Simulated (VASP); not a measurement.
**A VASP 6.6.1 single-point calculation on CaSe**

INCAR

```
PREC = Accurate
LASPH = .TRUE.
SIGMA = 0.01
ALGO = Fast
ISMEAR = 0
NELM = 120
EDIFF = 1E-9
NSW = 0
LREAL = .FALSE.
ENCUT = 520
LCHARG = .FALSE.
METAGGA = R2SCAN
LWAVE = .FALSE.
ISIF = 2
IBRION = -1
NBANDS = 15
```

KPOINTS

```
KPOINTS created by Atomic Simulation Environment
0
Gamma
6 6 6
0 0 0
```

POSCAR

```
Ca Se
 1.0000000000000000
     0.0000000000000000    3.2638194766000002    3.2638194766000002
     3.2638194766000002    0.0000000000000000    3.2638194766000002
     3.2638194766000002    3.2638194766000002    0.0000000000000000
 Ca  Se
   1   1
Cartesian
  0.0000000000000000  0.0000000000000000  0.0000000000000000
  1.6319097383000001  1.6319097383000001  1.6319097383000001
```

The recommended PBE PAW datasets give the neutral cell 16 valence electrons.

Command

```
mpirun -np 1 vasp_std
```

OSZICAR

```
N       E                     dE             d eps       ncg     rms          rms(c)
DAV:   1     0.966583456908E+02    0.96658E+02   -0.71827E+03   480   0.961E+02
DAV:   2    -0.225513039922E+02   -0.11921E+03   -0.11245E+03   578   0.242E+02
DAV:   3    -0.284135577434E+02   -0.58623E+01   -0.57875E+01   722   0.509E+01
DAV:   4    -0.287934699332E+02   -0.37991E+00   -0.37936E+00   626   0.104E+01
DAV:   5    -0.287967831829E+02   -0.33132E-02   -0.33131E-02   693   0.110E+00    0.403E+00
RMM:   6    -0.253195050807E+02    0.34773E+01   -0.14627E+00   576   0.988E+00    0.267E+00
RMM:   7    -0.253377899437E+02   -0.18285E-01   -0.10313E+00   621   0.496E+00    0.110E+00
RMM:   8    -0.253420003184E+02   -0.42104E-02   -0.12519E-01   682   0.233E+00    0.887E-01
RMM:   9    -0.253543789978E+02   -0.12379E-01   -0.55381E-02   644   0.147E+00    0.276E-01
RMM:  10    -0.253560285083E+02   -0.16495E-02   -0.16581E-02   736   0.661E-01    0.205E-01
...
RMM:  29    -0.253572080300E+02    0.47264E-08    0.32838E-09   409   0.445E-04    0.326E-05
RMM:  30    -0.253572080386E+02   -0.85838E-08   -0.10832E-08   428   0.434E-04    0.877E-05
RMM:  31    -0.253572080337E+02    0.49547E-08   -0.70050E-09   357   0.368E-04    0.654E-05
RMM:  32    -0.253572080324E+02    0.12769E-08    0.79033E-09   298   0.310E-04    0.651E-05
RMM:  33    -0.253572080292E+02    0.32139E-08   -0.68272E-09   363   0.337E-04    0.453E-05
RMM:  34    -0.253572080311E+02   -0.19813E-08   -0.82134E-09   255   0.302E-04    0.481E-05
RMM:  35    -0.253572080241E+02    0.70322E-08    0.73168E-09   364   0.272E-04    0.122E-05
RMM:  36    -0.253572080255E+02   -0.14184E-08   -0.26969E-09   238   0.272E-04    0.178E-05
RMM:  37    -0.253572080258E+02   -0.22101E-09   -0.74210E-09   220   0.277E-04
   1 F= -.25357208E+02 E0= -.25357208E+02  d E =-.105496E-58
```

From OUTCAR

```
k-points           NKPTS =     16   k-points in BZ     NKDIM =     16   number of bands    NBANDS=     15

   NELECT =      16.0000    total number of electrons

   dimension x,y,z NGX =    36 NGY =   36 NGZ =   36
   dimension x,y,z NGXF=    72 NGYF=   72 NGZF=   72

  energy-cutoff  :      520.00
  volume of cell :       69.54
      direct lattice vectors                 reciprocal lattice vectors
     0.000000000  3.263819477  3.263819477    -0.153194747  0.153194747  0.153194747
     3.263819477  0.000000000  3.263819477     0.153194747 -0.153194747  0.153194747
     3.263819477  3.263819477  0.000000000     0.153194747  0.153194747 -0.153194747

 k-points in reciprocal lattice and weights: KPOINTS created by Atomic Simulation Env
   0.00000000  0.00000000  0.00000000       0.005
   0.16666667  0.00000000  0.00000000       0.037
   0.33333333  0.00000000  0.00000000       0.037
   0.50000000  0.00000000  0.00000000       0.019
   0.16666667  0.16666667  0.00000000       0.028
   0.33333333  0.16666667  0.00000000       0.111
   0.50000000  0.16666667  0.00000000       0.111
  -0.33333333  0.16666667  0.00000000       0.111
   ...

 E-fermi :  -0.4181

 k-point     1 :       0.0000    0.0000    0.0000
  band No.  band energies     occupation
      1     -41.0579      2.00000
      2     -21.1932      2.00000
      3     -21.1932      2.00000
      4     -21.1931      2.00000
      5     -11.2659      2.00000
      6      -0.6265      2.00000
      7      -0.6265      2.00000
      8      -0.6265      2.00000
      9       3.2058      0.00000
     10       5.4517      0.00000
     11       5.4517      0.00000
     12       7.5405      0.00000
     13       7.5405      0.00000
     14       7.5405      0.00000
     15       9.3241      0.00000

 k-point     2 :       0.1667    0.0000    0.0000
  band No.  band energies     occupation
      1     -41.0574      2.00000
      2     -21.2061      2.00000
      3     -21.1947      2.00000
      4     -21.1947      2.00000
      5     -11.1960      2.00000
      6      -1.0236      2.00000
      7      -0.6023      2.00000
      8      -0.6023      2.00000
      9       3.9730      0.00000
     10       5.3202      0.00000
     11       5.3202      0.00000
     12       7.0828      0.00000
     13       7.5432      0.00000
     14       7.5432      0.00000
     15       8.5543      0.00000

 k-point     3 :       0.3333    0.0000    0.0000
  band No.  band energies     occupation
      1     -41.0564      2.00000
      2     -21.2318      2.00000
      3     -21.1979      2.00000
      4     -21.1979      2.00000
      5     -11.0547      2.00000
      6      -1.5675      2.00000
      7      -0.5609      2.00000
      8      -0.5609      2.00000
      9       5.0100      0.00000
     10       5.3395      0.00000
     11       5.3395      0.00000
     12       6.2792      0.00000
     13       6.9941      0.00000
     14       6.9941      0.00000
     15       8.2540      0.00000

 ...

  Total        0.3090825      0.3090825      0.3090825      0.0000000      0.0000000     -0.0000000
  in kB        7.1215838      7.1215838      7.1215838      0.0000000      0.0000000     -0.0000000
  external PRESSURE =       7.1215838 kB  Pullay stress =       0.0000000 kB

 POSITION                                       TOTAL-FORCE (eV/Angst)
 -----------------------------------------------------------------------------------
      0.00000      0.00000      0.00000        -0.000000     -0.000000     -0.000000
      1.63191      1.63191      1.63191         0.000000      0.000000      0.000000
 -----------------------------------------------------------------------------------
    total drift:                               -0.000000     -0.000000     -0.000000

  FREE ENERGIE OF THE ION-ELECTRON SYSTEM (eV)
  ---------------------------------------------------
  free  energy   TOTEN  =       -25.3572080258 eV

  energy  without entropy=      -25.3572080258  energy(sigma->0) =      -25.35720803
```

It converged. Results: gap between bands v and c on the k mesh 3.74 eV; least direct gap on the k mesh 3.83 eV; pressure 0.7 GPa. Band v is the last that the valence electrons fill when counted band by band, and c is the next.

For comparison, a separate r²SCAN run of the intended cell, on usual settings and not on those above, gives a gap of 3.74 eV on its mesh and a pressure of 0.7 GPa.

The run above took about 3.8 min on one core of a shared host (Intel Xeon Platinum 8488C) and held 0.21 GiB at most.
